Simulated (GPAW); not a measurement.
# Cu (Fm-3m) in GPAW: single point with PBE

Aim: the single point of Cu with PBE.

Everything below comes from runs of GPAW 26.7.0. Logs are shortened: lines on timing, memory, paths and dates and some standing lists are left out, and cuts for length are marked. The log counts tension as positive stress, the text compression.

**1. Starting point**

The structure is cubic, space group Fm-3m (No. 225). The conventional cell has a = 3.615 Å, b = 3.615 Å, c = 3.615 Å, α = 90.00°, β = 90.00°, γ = 90.00°. Cu (site symmetry m-3m) has 12 Cu at 2.56 Å as nearest neighbours.

**2. Single point, PBE**

run.py

```python
from ase.dft.bandgap import bandgap
from ase.io import read, write
from ase.units import GPa
from gpaw import GPAW, PW

atoms = read('POSCAR')

calc = GPAW(mode=PW(600),
            xc='PBE',
            kpts={'size': (16, 16, 16), 'gamma': True},
            occupations={'name': 'fermi-dirac', 'width': 0.05},
            nbands=14,
            convergence={'density': 1e-05, 'energy': 1e-05},
            maxiter=75,
            txt='gpaw.txt')
atoms.calc = calc
energy = atoms.get_potential_energy()
forces = atoms.get_forces()
stress = atoms.get_stress()
calc.write('gs.gpw')
write('result.traj', atoms)
print(f'Energy: {energy:.6f} eV')
print('Forces (eV/A):')
print(forces.round(4))
print('Stress (GPa):', (stress / GPa).round(3))
print('Fermi level:', round(calc.get_fermi_level(), 4), 'eV')
print(f'Gap: {bandgap(calc)[0]:.4f} eV, direct: {bandgap(calc, direct=True)[0]:.4f} eV')
```

POSCAR

```
Cu
1.0
    0.0000000000      1.8075000000      1.8075000000
    1.8075000000      0.0000000000      1.8075000000
    1.8075000000      1.8075000000      0.0000000000
Cu
1
Direct
    0.0000000000      0.0000000000      0.0000000000
```

Potentials or basis: GPAW PAW data sets (gpaw-data 1.2.1), pw.

Command:

```bash
OMP_NUM_THREADS=1 python run.py
```

gpaw.txt:

```text
__  _  _
 | _ |_)|_||  |
 |__||  | ||/\| - 26.7.0

Input parameters:
  mode=PW(ecut=600.0),
  convergence={'density': 1e-05, 'energy': 1e-05},
  kpts=MonkhorstPack(size=(16, 16, 16), gamma=True),
  maxiter=75,
  nbands=14,
  occupations=Occupations(name='fermi-dirac', width=0.05),
  xc=XC(name='PBE')

Diagonalizing LCAO Hamiltonian
Converting LCAO to pw mode

       Cu

Atoms  # Å, Bohr magnetons
|   | symbol |        x |        y |        z |    initial magnetic moments |
|---|--------|----------|----------|----------|-----------------------------|
| 0 |     Cu | 0.000000 | 0.000000 | 0.000000 | ( 0.0000,  0.0000,  0.0000) |

Unit cell  # Å
| periodic |        x |        y |        z |  lengths |    angles |
|----------|----------|----------|----------|----------|-----------|
|      yes | 0.000000 | 1.807500 | 1.807500 | 2.556191 | 60.000000 |
|      yes | 1.807500 | 0.000000 | 1.807500 | 2.556191 | 60.000000 |
|      yes | 1.807500 | 1.807500 | 0.000000 | 2.556191 | 60.000000 |

Number of symmetries: 48
Symmetry operations  # r_c * U_cc + t_c -> r_c
|    | kind |            matrix            |
|----|------|------------------------------|
|  0 |  σ   |  1, 0, 0,  1, 0,-1,  1,-1, 0 |
|  1 |  C2  |  1, 0, 0,  1,-1, 0,  1, 0,-1 |
|  2 |  E   |  1, 0, 0,  0, 1, 0,  0, 0, 1 |
|  3 |  σ   |  1, 0, 0,  0, 0, 1,  0, 1, 0 |
|  4 |  C4  |  1, 0,-1,  1, 0, 0,  1,-1, 0 |
|  5 |  S6  |  1, 0,-1,  1,-1, 0,  1, 0, 0 |
|  6 |  σ   |  1, 0,-1,  0, 1,-1,  0, 0,-1 |
|  7 |  C3  |  1, 0,-1,  0, 0,-1,  0, 1,-1 |
|  8 |  S6  |  1,-1, 0,  1, 0, 0,  1, 0,-1 |
|  9 |  C4  |  1,-1, 0,  1, 0,-1,  1, 0, 0 |
| 10 |  C3  |  1,-1, 0,  0,-1, 1,  0,-1, 0 |
| 11 |  σ   |  1,-1, 0,  0,-1, 0,  0,-1, 1 |
| 12 |  σ   |  0, 1, 0,  1, 0, 0,  0, 0, 1 |
| 13 |  C4  |  0, 1, 0,  0, 1,-1, -1, 1, 0 |
| 14 |  C3  |  0, 1, 0,  0, 0, 1,  1, 0, 0 |
| 15 |  S6  |  0, 1, 0, -1, 1, 0,  0, 1,-1 |
| 16 |  C2  |  0, 1,-1,  1, 0,-1,  0, 0,-1 |
| 17 |  σ   |  0, 1,-1,  0, 1, 0, -1, 1, 0 |
| 18 |  S4  |  0, 1,-1,  0, 0,-1,  1, 0,-1 |
| 19 |  C4  |  0, 1,-1, -1, 1, 0,  0, 1, 0 |
| 20 |  C3  |  0, 0, 1,  1, 0, 0,  0, 1, 0 |
| 21 |  σ   |  0, 0, 1,  0, 1, 0,  1, 0, 0 |
| 22 |  S6  |  0, 0, 1,  0,-1, 1, -1, 0, 1 |
| 23 |  C4  |  0, 0, 1, -1, 0, 1,  0,-1, 1 |
| 24 |  S4  |  0, 0,-1,  1, 0,-1,  0, 1,-1 |
| 25 |  C3  |  0, 0,-1,  0, 1,-1,  1, 0,-1 |
| 26 |  C2  |  0, 0,-1,  0,-1, 0, -1, 0, 0 |
| 27 |  S6  |  0, 0,-1, -1, 0, 0,  0,-1, 0 |
| 28 |  S4  |  0,-1, 1,  1,-1, 0,  0,-1, 0 |
| 29 |  C4  |  0,-1, 1,  0, 0, 1, -1, 0, 1 |
| 30 |  C2  |  0,-1, 1,  0,-1, 0,  1,-1, 0 |
| 31 |  σ   |  0,-1, 1, -1, 0, 1,  0, 0, 1 |
| 32 |  C3  |  0,-1, 0,  1,-1, 0,  0,-1, 1 |
| 33 |  S6  |  0,-1, 0,  0, 0,-1, -1, 0, 0 |
| 34 |  S4  |  0,-1, 0,  0,-1, 1,  1,-1, 0 |
| 35 |  C2  |  0,-1, 0, -1, 0, 0,  0, 0,-1 |
| 36 |  C2  | -1, 1, 0,  0, 1, 0,  0, 1,-1 |
| 37 |  S6  | -1, 1, 0,  0, 1,-1,  0, 1, 0 |
| 38 |  S4  | -1, 1, 0, -1, 0, 1, -1, 0, 0 |
| 39 |  C3  | -1, 1, 0, -1, 0, 0, -1, 0, 1 |
| 40 |  S6  | -1, 0, 1,  0, 0, 1,  0,-1, 1 |
| 41 |  C2  | -1, 0, 1,  0,-1, 1,  0, 0, 1 |
| 42 |  C3  | -1, 0, 1, -1, 1, 0, -1, 0, 0 |
| 43 |  S4  | -1, 0, 1, -1, 0, 0, -1, 1, 0 |
| 44 |  C2  | -1, 0, 0,  0, 0,-1,  0,-1, 0 |
| 45 |  i   | -1, 0, 0,  0,-1, 0,  0, 0,-1 |
| 46 |  σ   | -1, 0, 0, -1, 1, 0, -1, 0, 1 |
| 47 |  C2  | -1, 0, 0, -1, 0, 1, -1, 1, 0 |

BZ-sampling:
  Number of BZ points: 4096
  Number of IBZ points: 145

  Monkhorst-Pack size: [16, 16, 16]
  Monkhorst-Pack shift: [0.03125, 0.03125, 0.03125]

K-points  # in reciprocal-cell coordinates
|     |                                coordinates |     weight |
|-----|--------------------------------------------|------------|
|   0 | (  0.00000000,   0.00000000,   0.00000000) | 0.00024414 |
|   1 | (  0.06250000,   0.06250000,   0.00000000) | 0.00146484 |
|   2 | (  0.06250000,   0.06250000,   0.06250000) | 0.00195312 |
|   3 | (  0.12500000,   0.06250000,   0.06250000) | 0.00292969 |
|   4 | (  0.12500000,   0.12500000,   0.00000000) | 0.00146484 |
|   5 | (  0.12500000,   0.12500000,   0.06250000) | 0.00585938 |
|   6 | (  0.12500000,   0.12500000,   0.12500000) | 0.00195312 |
|   7 | (  0.18750000,   0.12500000,   0.06250000) | 0.00585938 |
|   8 | (  0.18750000,   0.12500000,   0.12500000) | 0.00585938 |
|   9 | (  0.18750000,   0.18750000,   0.00000000) | 0.00146484 |
| ... |                                            |            |
| 144 | (  0.50000000,   0.50000000,   0.50000000) | 0.00097656 |

Plane wave coefficients: 411
Cutoff: 600.0 eV

Spin-components: 1 (collinear spins)
Bands:           14
Projectors:      6
Spin-degeneracy: 2
Datatype:        complex128

Parallelization:
  kpt:    1
  domain: 1
  band:   1

Density:
  Valence electrons: 11.0
  Components: 1
  Grid points: [15 15 15]
  Charge: 0.0  # |e|

Potential:
  Grid points: [15 15 15]

species:
  Cu:
    name:    Copper
    Z:       29.0
    valence: 11
    core:    18
    charge:  0.0  # [|e|]
    compensation charges:
      type: gauss
      rc: 0.33  # [Å]
      lmax: 2
    cutoffs:
      filter: 2.06  # [Å]
      core: 2.43  # [Å]
    projectors
    | kind |    occ | energy [eV] | rcut [Å] |
    |------|--------|-------------|----------|
    |   4s |  1.000 |      -4.609 |    1.164 |
    |   4p |  0.000 |      -0.698 |    1.164 |
    |   3d | 10.000 |      -5.039 |    1.058 |
    |    s |        |      22.603 |    1.164 |
    |    p |        |      26.513 |    1.164 |
    |    d |        |      22.172 |    1.058 |

    Using partial waves for Cu as LCAO basis

Reference energy: -45021.451841  # eV

eigensolver:
  PPCG
  Converge bands: occupied
  niter=2

density mixing:
  MSR1-Mixer
  Pratt-step length: 0.05
  Maximum mixing coefficient: 0.75
  Old densities: 10
  SVD Regularization: 0.005
  Good broyden scale: 1.0
  Trust region scale: 1.0
  Backstep threshold: 4.0
  History deletion threshold: 6.0
  Fourier metric: weight=20.0, sigma=0.015

occupation numbers:
  Fermi-Dirac:
    width: 0.0500  # eV

poisson solver:
  ecut: 4800.0  # eV

xc functional:
  name: PBE with 2 nearest neighbor stencil

convergence criteria:
- Maximum integral of absolute [dens]ity change: 1e-05 electrons / valence electron
- Maximum [total energy] change in last 3 cyles: 1e-05 eV / valence electron
- Maximum integral of absolute [eigenst]ate change: 4e-08 eV^2 / valence electron
maximum number of iterations: 75

SCF iterations
|iter     | |      energy | eigst |  dens |
|---------|-|-------------|-------|-------|
|iter:   1| |   -4.624741 | -0.44 |       |
|iter:   2| |   -4.254472 | -2.97 | -0.89 |
|iter:   3| |   -3.689079 | -1.93 | -0.99 |
|iter:   4| |   -3.679251 | -4.15 | -1.80 |
|iter:   5| |   -3.672049 | -3.55 | -1.95 |
|iter:   6| |   -3.672057 | -6.50 | -3.55 |
|iter:   7| |   -3.672054c| -6.19 | -3.55 |
|iter:   8| |   -3.672054c| -8.70c| -4.45 |
|iter:   9| |   -3.672054c| -8.52c| -5.19c|

Converged in 9 steps
Energy contributions relative to reference atoms: (reference = -45021.451841)

Energy contributions:
  Kinetic:         -11.806726
  Coulomb:           9.200299
  Zero:              0.051589
  External:          0.000000
  Xc:               -1.115941
  Entropy:          -0.002549
  Spinorbit:         0.000000
  ----------------------------
  Free energy:      -3.673328
  Extrapolated:     -3.672054

dipole moment: (-7.876576, -7.876576, -7.876576)  # |e|*Ang

Fermi level: 8.017
Eigenvalues  # (at kpt = [0.000, 0.000, 0.000])
| band index |      eig [eV] | occ [0-2] |
|------------|---------------|-----------|
|          0 |        -1.326 |     2.000 |
|          1 |         5.034 |     2.000 |
|          2 |         5.034 |     2.000 |
|          3 |         5.034 |     2.000 |
|          4 |         5.853 |     2.000 |
|          5 |         5.853 |     2.000 |
|          6 |        31.045 |     0.000 |
|          7 |        33.457 |     0.000 |
|          8 |        33.457 |     0.000 |
|          9 |        33.457 |     0.000 |
|         10 |        35.695 |     0.000 |
|         11 |        35.695 |     0.000 |
|         12 |        35.695 |     0.000 |
|         13 |        39.534 |     0.000 |

No gap
No difference between direct/indirect transitions

Forces  # eV/Ang
|       x |       y |       z |
|---------|---------|---------|
| 0.00000 | 0.00000 | 0.00000 |  # Cu   0

Stress tensor  # eV/Ang^3
|         x |         y |         z |
|-----------|-----------|-----------|
| -0.020334 |  0.000000 |  0.000000 |
|  0.000000 | -0.020334 |  0.000000 |
|  0.000000 |  0.000000 | -0.020334 |

# Writing to gs.gpw (mode='')
```

stdout:

```text
Energy: -3.672054 eV
Forces (eV/A):
[[0. 0. 0.]]
Stress (GPa): [-3.258 -3.258 -3.258  0.     0.     0.   ]
Fermi level: 8.0167 eV
Gap: 0.0000 eV, direct: 0.0000 eV
```

Wall time 13 s (1 thread of Arm Neoverse V2, shared host); peak memory 0.14 GiB.

Results:

```yaml
Free_energy: -3.6733 eV
Pressure: 3.3 GPa
Band_gap_on_the_k_mesh: none (metal or under the smearing width)
```

Levels at points of the mesh, in eV from the Fermi level:
| k point | band 4 | band 5 | band 6 | band 7 | band 8 | band 9 |
| --- | --- | --- | --- | --- | --- | --- |
| (0.00, 0.00, 0.00) | -2.98 | -2.16 | -2.16 | 23.03 | 25.44 | 25.44 |
| (0.50, 0.50, 0.00) | -1.44 | -1.44 | 1.51 | 7.17 | 13.16 | 13.16 |
| (0.50, 0.50, 0.50) | -1.59 | -1.59 | -0.99 | 3.81 | 21.41 | 22.20 |

Caveat: with this Cu data set, volumes or pressures lay over 1.5 % or 2 GPa off other programs in two to four cells of ten.
